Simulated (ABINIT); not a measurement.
# BN (F-43m) in ABINIT: further runs, part 2 of 2

ABINIT 10.8.3 (patched build). Earlier steps stand in the parts before.

## Step 3: Band structure, SCAN

run.abi reads:

```
# Datasets: ground state, then fixed potential
ndtset 2

# Pseudopotentials
pp_dirpath "./"
pseudos "N.GGA_PBE-JTH.xml, B.GGA_PBE-JTH.xml"

# Structure
acell 2.5639706028 2.5639706028 2.5639706028 Angstrom
rprim
     0.0000000000     0.7071067812     0.7071067812
     0.7071067812     0.0000000000     0.7071067812
     0.7071067812     0.7071067812     0.0000000000
ntypat 2
znucl 7 5
natom 2
typat 1 2
xcart
     1.7130376768     1.7130376768     1.7130376768
     0.0000000000     0.0000000000     0.0000000000

# Plane-wave basis
ecut 30.0
pawecutdg 52.0

# Exchange and correlation
ixc -263267
usekden 1
pawxcdev 0

# Bands and occupations
occopt 3
tsmear 0.05 eV

# SCF cycle
nstep 100

# Output
iomode 3
prtwf 0
prteig 0
prtebands 0
enunit 1
prtden1 1
prtkden1 1

# Dataset 1
kptopt1 1
ngkpt1 13 13 13
nshiftk1 1
shiftk1 0.0 0.0 0.0
nband1 8
tolvrs1 1.0e-7

# Dataset 2: bands along G-X-W-K-G-L-U-W-L-K
iscf2 -2
getden2 1
getkden2 1
nband2 12
nbdbuf2 2
tolwfr2 1.0e-12
kptopt2 -9
ndivsm2 6
prteig2 1
kptbounds2
     0.0000000000     0.0000000000     0.0000000000
     0.5000000000     0.0000000000     0.5000000000
     0.5000000000     0.2500000000     0.7500000000
     0.3750000000     0.3750000000     0.7500000000
     0.0000000000     0.0000000000     0.0000000000
     0.5000000000     0.5000000000     0.5000000000
     0.6250000000     0.2500000000     0.6250000000
     0.5000000000     0.2500000000     0.7500000000
     0.5000000000     0.5000000000     0.5000000000
     0.3750000000     0.3750000000     0.7500000000
```

Potentials or basis: JTH PAW PBE v2.0.

Started as:

```sh
$ abinit run.abi > log 2>&1
```

Wall time 1.7 min (1 thread of Arm Neoverse N1, shared host); peak memory 0.11 GiB.

The run converged. Its results:

| Quantity | Value |
| --- | --- |
| Free energy | -344.0489 eV |
| Pressure | -4.0 GPa |
| Band gap on the k mesh | 5.01 eV, indirect (least direct gap 9.42 eV) |
| Band gap along the path | 4.93 eV, indirect (least direct gap 9.42 eV) |
| Valence electrons inside the program's atomic spheres | N 2.72; B 2.03 |

Levels at the corners of the path, in eV from the valence-band top:
```tsv
point	band 1	band 2	band 3	band 4	band 5	band 6	band 7	band 8
Γ	-21.19	0.00	0.00	0.00	9.42	9.42	9.42	10.87
X	-15.54	-9.26	-5.05	-5.05	4.93	9.75	19.04	19.04
W	-15.26	-7.94	-7.13	-6.63	10.26	14.07	15.37	15.38
K	-15.48	-8.47	-7.82	-4.20	7.44	13.57	16.78	17.68
Γ	-21.19	0.00	0.00	0.00	9.42	9.42	9.42	10.87
L	-16.95	-11.00	-2.00	-2.00	10.62	11.37	11.37	16.26
U	-15.48	-8.47	-7.82	-4.20	7.44	13.57	16.78	17.68
W	-15.26	-7.94	-7.13	-6.63	10.26	14.07	15.37	15.38
L	-16.95	-11.00	-2.00	-2.00	10.62	11.37	11.37	16.26
K	-15.48	-8.47	-7.82	-4.20	7.44	13.57	16.78	17.68
```

Caveat: totals of a meta-GGA on PAW files have another zero than those of a GGA; the PAW data sets were made with another functional, which shifts forces and pressure a little.

## Step 4: Band structure, SOGGA

run.abi, as its differences from that of step 3:

```diff
@@ -17,4 +17,4 @@
 typat 1 2
-xcart
-     1.7130376768     1.7130376768     1.7130376768
+xred
+     0.2500000000     0.2500000000     0.2500000000
      0.0000000000     0.0000000000     0.0000000000
@@ -22,9 +22,7 @@
 # Plane-wave basis
-ecut 30.0
-pawecutdg 52.0
+ecut 25.0
+pawecutdg 47.0
 
 # Exchange and correlation
-ixc -263267
-usekden 1
-pawxcdev 0
+ixc -150130
 
@@ -44,3 +42,5 @@
 prtden1 1
-prtkden1 1
+prtvha1 1
+prtvclmb1 1
+prtpot1 1
 
@@ -52,3 +52,3 @@
 nband1 8
-tolvrs1 1.0e-7
+tolvrs1 1.0e-9
 
@@ -57,3 +57,2 @@
 getden2 1
-getkden2 1
 nband2 12
@@ -62,4 +61,5 @@
 kptopt2 -9
-ndivsm2 6
+ndivsm2 5
 prteig2 1
+prtvol2 -3
 kptbounds2
```

Started as:

```sh
$ abinit run.abi > log 2>&1
```

Run time: 35 s. Hardware: 1 thread of Arm Neoverse N1, shared host; peak memory 0.1 GiB.

Results (log left out):

```
Free energy                                           : -351.5534 eV
Band gap on the k mesh                                : 4.22 eV, indirect (least direct gap 8.67 eV)
Valence electrons inside the program's atomic spheres : N 2.66; B 2.05
```

Levels at the corners of the path, in eV from the valence-band top:
```
point  band 2  band 3  band 4  band 5  band 6  band 7
    Γ    0.00    0.00    0.00    8.67    8.67    8.67
    X   -8.97   -4.92   -4.92    4.14    8.93   17.73
    W   -7.61   -7.03   -6.58    9.31   13.09   14.19
    K   -8.17   -7.74   -4.09    6.61   12.60   15.64
    Γ    0.00    0.00    0.00    8.67    8.67    8.67
    L  -10.77   -1.94   -1.94    9.89   10.51   10.51
    U   -8.17   -7.74   -4.09    6.61   12.60   15.64
    W   -7.61   -7.03   -6.58    9.31   13.09   14.19
    L  -10.77   -1.94   -1.94    9.89   10.51   10.51
    K   -8.17   -7.74   -4.09    6.61   12.60   15.64
```

Caveat: the cutoff is too short for stress, so the log's stress isn't used; the PAW data sets were made with another functional, which shifts forces and pressure a little; an odd mesh through Γ misses points on the zone boundary, where band edges often lie.

## Step 5: Equation of state, PBE

run.abi reads:

```
# Datasets: one volume each
ndtset 7
getwfk -1
scalecart1 3*0.9795861087
scalecart2 3*0.9864848297
scalecart3 3*0.9932883884
scalecart4 3*1.0000000000
scalecart5 3*1.0066227096
scalecart6 3*1.0131594038
scalecart7 3*1.0196128224

# Pseudopotentials
pp_dirpath "./"
pseudos "N.GGA_PBE-JTH.xml, B.GGA_PBE-JTH.xml"

# Structure
acell 3*1.0 Angstrom
rprim
     0.0000000000     1.8130010000     1.8130010000
     1.8130010000     0.0000000000     1.8130010000
     1.8130010000     1.8130010000     0.0000000000
ntypat 2
znucl 7 5
natom 2
typat 1 2
xred
     0.2500000000     0.2500000000     0.2500000000
     0.0000000000     0.0000000000     0.0000000000

# Plane-wave basis
ecut 843.552974 eV
pawecutdg 53.0

# k points
kptopt 1
ngkpt 13 13 13
nshiftk 1
shiftk 0.0 0.0 0.0

# Exchange and correlation
ixc 11

# Bands and occupations
nband 8
occopt 3
tsmear 0.00183747

# SCF cycle
nstep 100
tolvrs 1.0e-9

# Output
iomode 3
prtwf 1
prtden 0
prteig 0
prtebands 0
enunit 2
```

Started as:

```sh
$ abinit run.abi > log 2>&1
```

Run time: 2 min. Hardware: 1 thread of Arm Neoverse N1, shared host; peak memory 0.13 GiB.

The run converged. Its results:

- Equilibrium volume: 5.95 Å³/atom
- Bulk modulus: 373 GPa
- Pressure derivative of the bulk modulus: 3.6

Energy against volume, from the lowest point:
```csv
volume (Å³/atom),energy (meV/atom)
5.602,26.49
5.721,11.19
5.840,2.56
5.959,0.00
6.078,2.94
6.198,11.01
6.317,23.60
```

Caveat: pressures at fixed basis lie under the slope of the energies; the atomic spheres overlap.

## Step 6: Equation of state, HCTH407

run.abi, as its differences from that of step 5:

```diff
@@ -30,4 +30,4 @@
 # Plane-wave basis
-ecut 843.552974 eV
-pawecutdg 53.0
+ecut 680.284656 eV
+pawecutdg 47.0
 
@@ -40,3 +40,3 @@
 # Exchange and correlation
-ixc 11
+ixc 27
 
@@ -57,2 +57,2 @@
 prtebands 0
-enunit 2
+enunit 1
```

Potentials or basis: JTH PAW PBE v2.0.

Started as:

```sh
$ abinit run.abi > log 2>&1
```

Wall time 2.1 min (1 thread of Arm Neoverse N1, shared host); peak memory 0.12 GiB.

Results (log left out):

```yaml
Equilibrium_volume: 5.95 Å³/atom
Bulk_modulus: 361 GPa
Pressure_derivative_of_the_bulk_modulus: 3.8
```

Energy against volume, from the lowest point:
| volume (Å³/atom) | energy (meV/atom) |
| --- | --- |
| 5.602 | 25.16 |
| 5.721 | 10.50 |
| 5.840 | 2.33 |
| 5.959 | 0.00 |
| 6.078 | 3.15 |
| 6.198 | 10.95 |
| 6.317 | 23.31 |

Caveat: the cutoff is too short for stress, so the log's stress isn't used; pressures at fixed basis lie under the slope of the energies; the PAW data sets were made with another functional, which shifts forces and pressure a little; the atomic spheres overlap.

## Step 7: Overview

| task | level | cutoff (eV) | fine-grid cutoff | gap on the mesh (eV) | V0 of scaled cells (Å³/atom) | B0 (GPa) |
| --- | --- | --- | --- | --- | --- | --- |
| equation of state | BLYP+D3(BJ) | 680 | 1278.94 eV | - | 5.88 | 374 |
| band structure | SCAN | 816 | 1414.99 eV | 5.01 | - | - |
| band structure | SOGGA | 680 | 1278.94 eV | 4.22 | - | - |
| equation of state | PBE | 844 | 1442.2 eV | - | 5.95 | 373 |
| equation of state | HCTH407 | 680 | 1278.94 eV | - | 5.95 | 361 |

Alike in all rows: potentials or basis JTH PAW PBE v2.0; no spin polarisation; cell as given; k mesh 13 × 13 × 13; smearing fermi-dirac 0.05 eV.

Caveats: the PAW data sets were made with another functional, which shifts forces and pressure a little (some runs); pressures at fixed basis lie under the slope of the energies (some runs); the atomic spheres overlap (some runs); totals of a meta-GGA on PAW files have another zero than those of a GGA (some runs); an odd mesh through Γ misses points on the zone boundary, where band edges often lie (some runs).

Absolute energies hang on the potentials; compare differences alone.

## Step 8: Against experiment

Step 2. A measured bulk modulus of BN is 395 GPa (300 K; quoted in “Effect of nanostructuration on compressibility of cubic BN”, 2012, arxiv:1208.3664); the calculated 374 GPa misses it by -5.2 %. The fit is for a static lattice scaled at fixed shape and fixed fractional positions.

Step 3. Measured gap of BN: 6.4 eV (indirect; 300 K; a printed reference work, monograph). This calculation gives 4.93 eV (-1.47 eV). The value is that of SCAN, without temperature or zero-point motion. The cell is a database's relaxed one, not the measured one, which moves gaps too.

Step 4. The gap isn't set beside the measured one, since this odd mesh misses points on the zone boundary.

Step 5. Against the measured bulk modulus of BN, 395 GPa (300 K; quoted in “Effect of nanostructuration on compressibility of cubic BN”, 2012, arxiv:1208.3664), the calculated 373 GPa is off by -5.5 %. The fit is for a static lattice scaled at fixed shape and fixed fractional positions.

Step 6. Measured bulk modulus of BN: 395 GPa (300 K; quoted in “Effect of nanostructuration on compressibility of cubic BN”, 2012, arxiv:1208.3664). This calculation gives 361 GPa (-8.6 %). The fit is for a static lattice scaled at fixed shape and fixed fractional positions.
